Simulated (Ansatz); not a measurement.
CsPbI3 (cubic perovskite)

```yaml
crystal:
  lattice:
    - [6.33267, 0.00000, 0.00000]
    - [0.00000, 6.33267, 0.00000]
    - [0.00000, 0.00000, 6.33267]
  atoms:
    - { symbol: Cs, position: [0.00000, 0.00000, 0.00000] }
    - { symbol: Pb, position: [0.50000, 0.50000, 0.50000] }
    - { symbol: I, position: [0.00000, 0.50000, 0.50000] }
    - { symbol: I, position: [0.50000, 0.50000, 0.00000] }
    - { symbol: I, position: [0.50000, 0.00000, 0.50000] }
```

Scan: atom 1 (Cs, nearest neighbour I at 4.478 Å; its periodic images, 6.3 Å or more away, move with it) is displaced towards the nearest neighbour, direction (-0.707, -0.707, 0.000) in Cartesian axes, by s. The other atoms stay.

Computed with r2SCAN (plane waves to 500 eV, PAW, scalar-relativistic; Ansatz, an electronic-structure program). k mesh 4×4×4 (Γ-centred), Fermi-Dirac smearing 0.05 eV. Compression counts positive. F∥ is the force on the atom along that direction. On this mesh the relaxed cell isn't quite at rest: it carries a pressure of 0.1 GPa (compression positive) at the zero of the scan. CsPbI3 was relaxed with its symmetry unable to fall. Spin-orbit coupling is left out, though I and Pb are heavy. This is a high-temperature form of CsPbI3. 

```json
[
 {"s (Å)": "-0.900", "P (GPa)": "___", "F∥ (eV/Å)": "0.458"},
 {"s (Å)": "-0.720", "P (GPa)": "0.46", "F∥ (eV/Å)": "___"},
 {"s (Å)": "-0.540", "P (GPa)": "0.30", "F∥ (eV/Å)": "___"},
 {"s (Å)": "-0.360", "P (GPa)": "0.20", "F∥ (eV/Å)": "0.032"},
 {"s (Å)": "-0.180", "P (GPa)": "0.15", "F∥ (eV/Å)": "0.008"},
 {"s (Å)": "0.000", "P (GPa)": "0.13", "F∥ (eV/Å)": "0.000"},
 {"s (Å)": "0.180", "P (GPa)": "0.15", "F∥ (eV/Å)": "-0.008"},
 {"s (Å)": "0.360", "P (GPa)": "0.20", "F∥ (eV/Å)": "-0.032"},
 {"s (Å)": "0.540", "P (GPa)": "0.30", "F∥ (eV/Å)": "___"},
 {"s (Å)": "0.720", "P (GPa)": "0.46", "F∥ (eV/Å)": "___"},
 {"s (Å)": "0.900", "P (GPa)": "___", "F∥ (eV/Å)": "-0.458"}
]
```

Problem. Some entries are withheld; supply them.

Solution. 
- -0.900, P (GPa): 0.69
- -0.720, F∥ (eV/Å): 0.221
- -0.540, F∥ (eV/Å): 0.094
- 0.540, F∥ (eV/Å): -0.094
- 0.720, F∥ (eV/Å): -0.221
- 0.900, P (GPa): 0.69

(For displaced atoms, the force is minus the slope of the energy, and its curvature is a force constant, which sets phonon frequencies.)
